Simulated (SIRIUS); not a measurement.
## BN under changes of volume

One of the cells (9.666 Å³/atom); the others are scaled copies at fixed shape and fractional positions:

```
N B
1.0
     0.00000    3.51846    2.18044
     1.25992    0.00000    2.18044
     1.25992    3.51846    0.00000
N B
1 1
Direct
  0.66665 0.66665 0.33335
  0.00005 0.00005 0.99995
```

Measurements of this composition are mostly on another form, of space group No. 194.

* Program: SIRIUS 7.12.0
* Functional: PBE
* Potentials or basis: all-electron FP-LAPW
* Cutoff: 427 eV
* Basis: apw+lo standard
* k mesh: 13 × 13 × 13
* Occupations: fermi-dirac, width 0.05 eV
* Spin: no spin polarisation

```tsv
volume (Å³/atom)	energy over the lowest point (meV/atom)	gap on the mesh (eV)
8.908	39.96	3.94
9.097	20.49	3.93
9.287	7.72	3.92
9.666	0.00	3.89
9.855	4.01	3.87
10.045	?	?
```

Task: What does the run at 10.045 Å³/atom give?

Result: Energy over the lowest point 12.71 meV/atom; gap on the mesh 3.86 eV.

Worked out: A Birch-Murnaghan fit of order 3 (a polynomial in V^(-2/3)) to the other rows has its minimum at 9.61 Å³/atom with B0 = V·E''(V) = 224 GPa and B' = 3.7 at fixed shape and positions, which overstates the stiffness. It gives 12.66 meV/atom at 10.045 Å³/atom, against the run's 12.71. A straight line through the other rows of the gap, of slope -0.69 eV per unit of ln V, extrapolates to 3.86 eV, against the run's 3.86.

Energies are extrapolated to zero smearing.

Caveats: an odd mesh through Γ misses points on the zone boundary, where band edges often lie.
